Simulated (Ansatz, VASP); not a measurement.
GaN: VASP beside Ansatz

The input INCAR:

```
PREC = Accurate
ENCUT = 520
EDIFF = 1E-6
ISMEAR = -1
SIGMA = 0.05
LREAL = False
LASPH = True
NELM = 60
ALGO = Normal
ISIF = 2
LWAVE = False
LCHARG = False
GGA = PE
NBANDS = 16
```

File KPOINTS:

```
regular mesh
0
Gamma
  13 13 13
```

POSCAR

```
GaN
1.0
    0.0000000000      2.0700981178      2.1341217709
    2.0700981178      0.0000000000      2.1341217709
    2.0700981178      2.0700981178      0.0000000000
Ga N
1 1
Direct
    0.0000000000      0.0000000000      0.0000000000
    0.5000000000      0.5000000000      0.5000000000
```

Input for Ansatz:

```yaml
crystal:
  lattice:
    - [0.0, 2.0700981178, 2.1341217709]
    - [2.0700981178, 0.0, 2.1341217709]
    - [2.0700981178, 2.0700981178, 0.0]
  atoms:
    - { symbol: Ga, position: [0.0, 0.0, 0.0] }
    - { symbol: "N", position: [0.5, 0.5, 0.5] }
kpoints:
  mp_grid: { grid: [13, 13, 13] }
scf:
  occupations: { method: fermi_dirac, width: 0.05 }
hamiltonian:
  xc: pbe
  pseudopotentials: { kind: all_electron, lapw: { basis_error: 0.00025 } }
output:
  forces: true
  stress: true
  eigenvalues: true
```

Change from the starting cell: x and y stretched by -3 %, z held.

Alike in both runs: task single point; functional PBE; k mesh 13 × 13 × 13; occupations fermi-dirac, width 0.05 eV; no spin polarisation.

|  | VASP | Ansatz |
| --- | --- | --- |
| version | VASP 6.6.1 | Ansatz 0.2.0 |
| potentials or method | VASP PAW PBE potentials, release 64 (Ga_d, N) | all-electron LAPW, scalar-relativistic |
| plane-wave cutoff (eV) | 520 | see its input |

Ansatz gave:

| Item | Value |
| --- | --- |
| pressure (GPa) | 15.1 |
| largest component of the traceless stress (GPa) | 4.76 |

**Question.** Which values does VASP return?

**Answer.** Pressure (GPa): 16.0; largest component of the traceless stress (GPa): 4.81.

Ansatz ran all-electron here, so the differences hold the error of VASP's frozen core and of both bases.

Caveats: so large a pressure means that the cell lies far from this level's equilibrium, or that cutoff or potentials fall short (VASP); an odd mesh through Γ misses points on the zone boundary, where band edges often lie.
